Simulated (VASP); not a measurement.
# SnO2 (strained fluorite): a PBE single-point calculation in VASP

INCAR

```
NSW = 0
LREAL = .FALSE.
GGA = PE
LCHARG = .FALSE.
EDIFF = 1E-7
ISIF = 2
SIGMA = 0.02
IBRION = -1
NELM = 120
ISMEAR = -1
PREC = Accurate
LASPH = .TRUE.
ENCUT = 520
NBANDS = 20
LWAVE = .FALSE.
```

KPOINTS

```
KPOINTS created by Atomic Simulation Environment
0
Gamma
8 8 8
0 0 0
```

KPOINTS_OPT

```
special points
6
Reciprocal
0.0000000000 0.0000000000 0.0000000000 1
0.5000000000 0.0000000000 0.5000000000 1
0.6250000000 0.2500000000 0.6250000000 1
0.3750000000 0.3750000000 0.7500000000 1
0.5000000000 0.5000000000 0.5000000000 1
0.5000000000 0.2500000000 0.7500000000 1
```

POSCAR

```
Sn O
 1.0000000000000000
     0.0000000000000000    2.5423341048000001    2.5334669704000001
     2.5423341048000001    0.0000000000000000    2.5334669704000001
     2.5423341048000001    2.5423341048000001    0.0000000000000000
 Sn  O
   1   2
Cartesian
  0.0000000000000000  0.0000000000000000  0.0000000000000000
  1.2711670523999998  1.2711670523999998  1.2667334851999998
  3.8135011571999997  3.8135011571999997  3.8002004555999997
```

VASP ran with the recommended PBE PAW datasets (26 valence electrons in the cell).

Command

```
mpirun -np 1 vasp_std
```

From OUTCAR

```
k-points           NKPTS =     59   k-points in BZ     NKDIM =     59   number of bands    NBANDS=     20

   NELECT =      26.0000    total number of electrons

   dimension x,y,z NGX =    28 NGY =   28 NGZ =   28
   dimension x,y,z NGXF=    56 NGYF=   56 NGZF=   56

  energy-cutoff  :      520.00
  volume of cell :       32.75
      direct lattice vectors                 reciprocal lattice vectors
     0.000000000  2.542334105  2.533466970    -0.196669666  0.196669666  0.197358010
     2.542334105  0.000000000  2.533466970     0.196669666 -0.196669666  0.197358010
     2.542334105  2.542334105  0.000000000     0.196669666  0.196669666 -0.197358010

 k-points in reciprocal lattice and weights: KPOINTS created by Atomic Simulation Env
   0.00000000  0.00000000  0.00000000       0.002
   0.12500000 -0.00000000  0.00000000       0.016
   0.25000000 -0.00000000  0.00000000       0.016
   0.37500000 -0.00000000  0.00000000       0.016
   0.50000000 -0.00000000  0.00000000       0.008
   0.12500000  0.12500000  0.00000000       0.004
   0.25000000  0.12500000  0.00000000       0.016
   0.37500000  0.12500000  0.00000000       0.016
   ...

 E-fermi :   8.0629

 k-point     1 :       0.0000    0.0000    0.0000
  band No.  band energies     occupation
      1     -12.6307      2.00000
      2     -12.6307      2.00000
      3     -12.6269      2.00000
      4     -12.4778      2.00000
      5     -12.4761      2.00000
      6     -11.7328      2.00000
      7      -7.8309      2.00000
      8       5.0131      2.00000
      9       5.0295      2.00000
     10       5.0295      2.00000
     11       6.5305      2.00000
     12       6.5305      2.00000
     13       6.5910      2.00000
     14       8.1453      0.03200
     15      15.0295      0.00000
     16      15.0510      0.00000
     17      15.0510      0.00000
     18      21.4111      0.00000
     19      23.1823      0.00000
     20      23.2764      0.00000

 k-point     2 :       0.1250   -0.0000    0.0000
  band No.  band energies     occupation
      1     -12.6954      2.00000
      2     -12.6185      2.00000
      3     -12.6159      2.00000
      4     -12.4782      2.00000
      5     -12.4764      2.00000
      6     -11.5671      2.00000
      7      -7.8211      2.00000
      8       4.4556      2.00000
      9       4.9387      2.00000
     10       4.9451      2.00000
     11       5.6404      2.00000
     12       6.4237      2.00000
     13       6.4612      2.00000
     14       9.4875      0.00000
     15      14.9124      0.00000
     16      15.4264      0.00000
     17      15.4408      0.00000
     18      22.4680      0.00000
     19      23.2294      0.00000
     20      23.3185      0.00000

 k-point     3 :       0.2500   -0.0000    0.0000
  band No.  band energies     occupation
      1     -12.8720      2.00000
      2     -12.5955      2.00000
      3     -12.5932      2.00000
      4     -12.4722      2.00000
      5     -12.4700      2.00000
      6     -11.0478      2.00000
      7      -7.9220      2.00000
      8       3.2161      2.00000
      9       4.7582      2.00000
     10       4.7625      2.00000
     11       4.8556      2.00000
     12       6.1682      2.00000
     13       6.1960      2.00000
     14      11.2020      0.00000
     15      15.0352      0.00000
     16      16.4534      0.00000
     17      16.4676      0.00000
     18      23.3400      0.00000
     19      23.4129      0.00000
     20      24.1475      0.00000

 k-point     4 :       0.3750   -0.0000    0.0000
  band No.  band energies     occupation
      1     -13.0479      2.00000
      2     -12.5846      2.00000
      3     -12.5828      2.00000
      4     -12.4534      2.00000
      5     -12.4511      2.00000
      6     -10.2527      2.00000
      7      -8.3441      2.00000
      8       2.3353      2.00000
      9       4.2767      2.00000
     10       4.5918      2.00000
     11       4.6087      2.00000
     12       5.9155      2.00000
     13       5.9326      2.00000
     14      12.3722      0.00000
     15      15.6099      0.00000
     16      17.6938      0.00000
     17      17.7037      0.00000
     18      23.3718      0.00000
     19      23.4146      0.00000
     20      23.9826      0.00000

 k-point     5 :       0.5000   -0.0000    0.0000
  band No.  band energies     occupation
      1     -13.1185      2.00000
      2     -12.5834      2.00000
      3     -12.5818      2.00000
      4     -12.4421      2.00000
      5     -12.4398      2.00000
      6      -9.5999      2.00000
      7      -8.8621      2.00000
      8       2.0521      2.00000
      9       4.0464      2.00000
     10       4.5281      2.00000
     11       4.5506      2.00000
     12       5.8115      2.00000
     13       5.8234      2.00000
     14      12.7841      0.00000
     15      15.9577      0.00000
     16      18.3279      0.00000
     17      18.3328      0.00000
     18      23.3018      0.00000
     19      23.3219      0.00000
     20      23.5763      0.00000

 k-point     6 :       0.1250    0.1250    0.0000
  band No.  band energies     occupation
      1     -12.7194      2.00000
      2     -12.6071      2.00000
      3     -12.6071      2.00000
      4     -12.4879      2.00000
      5     -12.4693      2.00000
      6     -11.5245      2.00000
      7      -7.8033      2.00000
      8       4.4800      2.00000
      9       4.4800      2.00000
     10       4.7503      2.00000
     11       5.3759      2.00000
     12       6.7787      2.00000
     13       6.7787      2.00000
     14       9.5743      0.00000
     15      14.3601      0.00000
     16      15.8260      0.00000
     17      15.8260      0.00000
     18      22.3758      0.00000
     19      23.3709      0.00000
     20      23.5693      0.00000

 k-point     7 :       0.2500    0.1250    0.0000
  band No.  band energies     occupation
      1     -12.8351      2.00000
      2     -12.6084      2.00000
      3     -12.5816      2.00000
      4     -12.4953      2.00000
      5     -12.4608      2.00000
      6     -11.1379      2.00000
      7      -7.8304      2.00000
      8       3.1709      2.00000
      9       4.0756      2.00000
     10       4.2301      2.00000
     11       5.6730      2.00000
     12       6.5374      2.00000
     13       6.8248      2.00000
     14      10.8122      0.00000
     15      14.2776      0.00000
     16      16.6348      0.00000
     17      16.7901      0.00000
     18      22.2596      0.00000
     19      23.5950      0.00000
     20      25.1062      0.00000

 k-point     8 :       0.3750    0.1250    0.0000
  band No.  band energies     occupation
      1     -12.9823      2.00000
      2     -12.6260      2.00000
      3     -12.5666      2.00000
      4     -12.4913      2.00000
      5     -12.4458      2.00000
      6     -10.4241      2.00000
      7      -8.1195      2.00000
      8       2.0305      2.00000
      9       3.8180      2.00000
     10       3.8779      2.00000
     11       5.6642      2.00000
     12       6.1731      2.00000
     13       6.6325      2.00000
     14      11.9981      0.00000
     15      15.0720      0.00000
     16      17.5183      0.00000
     17      17.9438      0.00000
     18      21.7001      0.00000
     19      23.7702      0.00000
     20      25.8609      0.00000

 k-point     9 :       0.5000    0.1250    0.0000
  band No.  band energies     occupation
      1     -13.0730      2.00000
      2     -12.6379      2.00000
      3     -12.5647      2.00000
      4     -12.4773      2.00000
      5     -12.4397      2.00000
      6      -9.5915      2.00000
      7      -8.7241      2.00000
      8       1.4876      2.00000
      9       3.6237      2.00000
     10       3.9794      2.00000
     11       5.0928      2.00000
     12       6.3254      2.00000
     13       6.4124      2.00000
     14      12.6384      0.00000
     15      15.9936      0.00000
     16      18.0997      0.00000
     17      18.6039      0.00000
     18      21.1603      0.00000
     19      23.5701      0.00000
     20      25.8637      0.00000

 k-point    10 :      -0.3750    0.1250    0.0000
  band No.  band energies     occupation
      1     -13.0445      2.00000
      2     -12.6461      2.00000
      3     -12.5664      2.00000
      4     -12.4679      2.00000
      5     -12.4569      2.00000
      6      -9.8197      2.00000
      7      -8.5466      2.00000
      8       1.5773      2.00000
      9       3.7958      2.00000
     10       4.3915      2.00000
     11       4.6331      2.00000
     12       6.0047      2.00000
     13       6.7558      2.00000
     14      12.5482      0.00000
     15      15.9490      0.00000
     16      18.0753      0.00000
     17      18.1300      0.00000
     18      21.3918      0.00000
     19      23.3218      0.00000
     20      26.0217      0.00000

 ...

  Total        1.6044938      1.6044938      1.9289111      0.0000000     -0.0000000      0.0000000
  in kB       78.4943026     78.4943026     94.3652958      0.0000000     -0.0000000      0.0000000
  external PRESSURE =      83.7846337 kB  Pullay stress =       0.0000000 kB

 POSITION                                       TOTAL-FORCE (eV/Angst)
 -----------------------------------------------------------------------------------
      0.00000      0.00000      0.00000         0.000000      0.000000     -0.000000
      1.27117      1.27117      1.26673         0.000000      0.000000      0.000000
      3.81350      3.81350      3.80020        -0.000000     -0.000000     -0.000000
 -----------------------------------------------------------------------------------
    total drift:                               -0.000000     -0.000000      0.000000

  FREE ENERGIE OF THE ION-ELECTRON SYSTEM (eV)
  ---------------------------------------------------
  free  energy   TOTEN  =       -17.8799872167 eV

  energy  without entropy=      -17.8799714739  energy(sigma->0) =      -17.87997935
```

```
gap between bands v and c : 0.20 eV
least direct gap          : 1.55 eV
pressure                  : 8.4 GPa
```

Band v is the last that the valence electrons fill when counted band by band, and c is the next.

The run took about 19 s on one core of a shared host (Intel Xeon 6975P-C) and held 0.18 GiB at most.
